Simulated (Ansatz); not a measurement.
Ligand exchange: C3H7Br + AuSH → C3H8S + AuBr

Species: C3H7Br `CCCBr`, singlet; AuSH `[SH][Au]`, singlet; C3H8S (1-propanethiol) `CCCS`, singlet; AuBr (bromogold), singlet. The partners trade Br for SH: C–Br and Au–SH bonds give way to C–SH and Au–Br.

Shapes, held fixed at every level: PBE0-D4/def2-TZVP. Flexible molecules stand in one conformer, not always the lowest. Programs: Ansatz 0.2.0. Electronic energies: no zero-point or thermal term.

```tsv
level	kind	ΔE (kJ/mol)	less CCSD(T)/def2-TZVPP	CPU time (sum over the molecules)
PBE-D4/def2-TZVPP	GGA	-5.4	+5.5	28 s
r2SCAN-D4/def2-TZVPP	meta-GGA	-7.3	+3.6	54 s
PBE0-D4/def2-TZVPP	global hybrid	-15.8	-4.9	32 s
B2PLYP/def2-TZVPP	double hybrid	-11.0	-0.1	62 s
MP2/def2-TZVPP	perturbation theory	+0.1	+11.0	–
CCSD/def2-TZVPP	coupled cluster or CI	-16.2	-5.3	–
CCSD(T)/def2-TZVPP	coupled cluster or CI	-10.9	0.0	22 min
```

The highest level, CCSD(T)/def2-TZVPP, gives ΔE = -10.9 kJ/mol; the levels span -16.2 to +0.1. They disagree on the sign: 1 of 7 are positive. The column of differences is taken from that level and isn't an error. No measured value is set beside it here. T1 is large for AuSH, so single-reference values are less sure there. For atoms past krypton def2 sets carry core potentials with scalar relativity. Relativity is left out for Br unless named. Correlated rows may include outer-core shells of Au, Br, which these sets cover unevenly. Times are processor times on shared x86 and Arm servers, and rough.
